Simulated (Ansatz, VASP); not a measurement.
One calculation of BN, two programs

```
B N
1.0
     0.00000    1.81300    1.81300
     1.81300    0.00000    1.81300
     1.81300    1.81300    0.00000
B N
1 1
Direct
  0.00000 0.00000 0.00000
  0.77388 0.74204 0.74204
```

Change from the starting cell: all N atoms moved -0.050 Å, as atom 2 towards its neighbour atom 1 (B) at 1.570 Å.

Alike in both runs: task single point; functional PBEsol; k mesh 12 × 12 × 12; occupations gaussian, width 0.05 eV; no spin polarisation.

|  | VASP | Ansatz |
| --- | --- | --- |
| version | VASP 6.6.1 | Ansatz 0.2.0 |
| potentials or method | VASP PAW PBE potentials, release 64 (B, N) | scalar-relativistic, plane waves, PAW |
| plane-wave cutoff (eV) | 520 | 420 |
| valence electrons in the cell | 8 | 8 |

```tsv
	VASP	Ansatz	Ansatz less VASP
gap on the k mesh at the Fermi level (eV)	3.77	3.78	+0.013
least direct gap on the mesh (eV)	7.88	7.88	+0.005
pressure (GPa)	-5.1	-5.6	-0.56
largest component of the traceless stress (GPa)	0.19	0.10	-0.094
rms of the force components (eV/Å)	0.607	0.602	-0.0044
```

Atom by atom the forces differ by 0.004 eV/Å (rms over components).

Caveats: the PAW data sets were made with another functional, which shifts forces and pressure a little (VASP). A k mesh can miss the band edges.
